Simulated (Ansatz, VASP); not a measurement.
**Te2Mo: VASP beside Ansatz**

Contents of INCAR:

```
PREC = Accurate
ENCUT = 600
EDIFF = 1E-6
ISMEAR = -1
SIGMA = 0.05
LREAL = False
LASPH = True
NELM = 100
ALGO = Normal
ISIF = 3
LWAVE = False
LCHARG = False
GGA = PE
IVDW = 13
IBRION = 2
NSW = 40
EDIFFG = -0.01
```

The input KPOINTS:

```
Automatic mesh
0
Gamma
  9 9 2
```

The input POSCAR:

```
Te2Mo
1.0
    3.5182000000      0.0000000000      0.0000000000
   -1.7591000000      3.0468505756      0.0000000000
    0.0000000000      0.0000000000     13.9736000000
Te Mo
4 2
Direct
    0.6666666667      0.3333333333      0.3790000000
    0.3333333333      0.6666666667      0.8790000000
    0.6666666667      0.3333333333      0.1210000000
    0.3333333333      0.6666666667      0.6210000000
    0.6666666667      0.3333333333      0.7500000000
    0.3333333333      0.6666666667      0.2500000000
```

File input.yaml:

```yaml
crystal:
  lattice:
    - [3.5182, 0.0, 0.0]
    - [-1.7591, 3.0468505756, 0.0]
    - [0.0, 0.0, 13.9736]
  atoms:
    - { symbol: Te, position: [0.6666666667, 0.3333333333, 0.379] }
    - { symbol: Te, position: [0.3333333333, 0.6666666667, 0.879] }
    - { symbol: Te, position: [0.6666666667, 0.3333333333, 0.121] }
    - { symbol: Te, position: [0.3333333333, 0.6666666667, 0.621] }
    - { symbol: Mo, position: [0.6666666667, 0.3333333333, 0.75] }
    - { symbol: Mo, position: [0.3333333333, 0.6666666667, 0.25] }
hamiltonian:
  xc: pbe
  pseudopotentials: { kind: paw }
  dispersion: d4
kpoints:
  mp_grid: { grid: [9, 9, 2] }
scf:
  occupations: { method: fermi_dirac, width: 0.05 }
output:
  forces: true
  stress: true
relax:
  f_tol: 0.01
  max_steps: 40
  cell: { stress_tol: 0.05 }
```

Alike in both runs: task relaxation of cell and atoms; functional PBE; dispersion D4; k mesh 9 × 9 × 2; occupations fermi-dirac, width 0.05 eV; no spin polarisation.

|  | VASP | Ansatz |
| --- | --- | --- |
| version | VASP 6.6.1 | Ansatz 0.2.0 |
| potentials or method | VASP PAW PBE potentials, release 64 (Te, Mo_sv) | Ansatz PAW |
| plane-wave cutoff (eV) | 600 | 420 |
| valence electrons in the cell | 52 | 92 |

Ansatz gave:

| Quantity | Value |
| --- | --- |
| relaxed volume (Å³/atom) | 24.30 |
| relaxed cell length with the largest relative difference (Å) | 13.736 |
| energy change over the relaxation (meV/atom) | -3 |

Problem. Estimate VASP's values.

Solution. Relaxed volume (Å³/atom): 24.30; relaxed cell length with the largest relative difference (Å): 13.739; energy change over the relaxation (meV/atom): -3.

The two sets of potentials don't hold the same shells in valence.

Caveats: the plane-wave basis is chosen anew once the cell has moved, so the energies of steps on either side of that aren't comparable (Ansatz). A k mesh can miss the band edges.
